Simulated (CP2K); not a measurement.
TiO2 (Anatase):

```
CELL_PARAMETERS angstrom
5.45820 0.00000 0.00000
2.83460 4.66444 0.00000
-4.14640 -2.33222 2.67583
ATOMIC_POSITIONS crystal
Ti 0.75000 0.25000 0.50000
Ti 0.00000 0.00000 0.00000
O 0.79190 0.79190 0.00000
O 0.54190 0.04190 0.50000
O 0.95810 0.45810 0.50000
O 0.20810 0.20810 0.00000
```

Base run:

| Quantity | Value |
| --- | --- |
| Program | CP2K 2026.2 |
| Functional | vdW-DF-cx |
| Potentials or basis | POTENTIAL_UZH Ti GTH-PBE-q12, O GTH-PBE-q6; DZVP-MOLOPT-PBE-GTH basis |
| Density cutoff | 11565 eV |
| k mesh | 10 × 10 × 10 |
| Occupations | fermi-dirac, width 0.05 eV |
| Spin | no spin polarisation |

Its results: band gap on the k mesh 2.07 eV, indirect (least direct gap 2.42 eV); pressure 1.8 GPa; largest force 0.130 eV/Å.

Task: The run is repeated on the same cell with these changes: functional from vdW-DF-cx to PW91. What comes out?

Result: Band gap on the k mesh 2.06 eV, indirect (least direct gap 2.41 eV); pressure 5.7 GPa; largest force 0.128 eV/Å.

Caveats: the potentials were made for another functional, which shifts forces and pressure; the basis of atomic orbitals isn't converged, which shifts pressures, moduli and gaps.

A k mesh can miss the band edges.
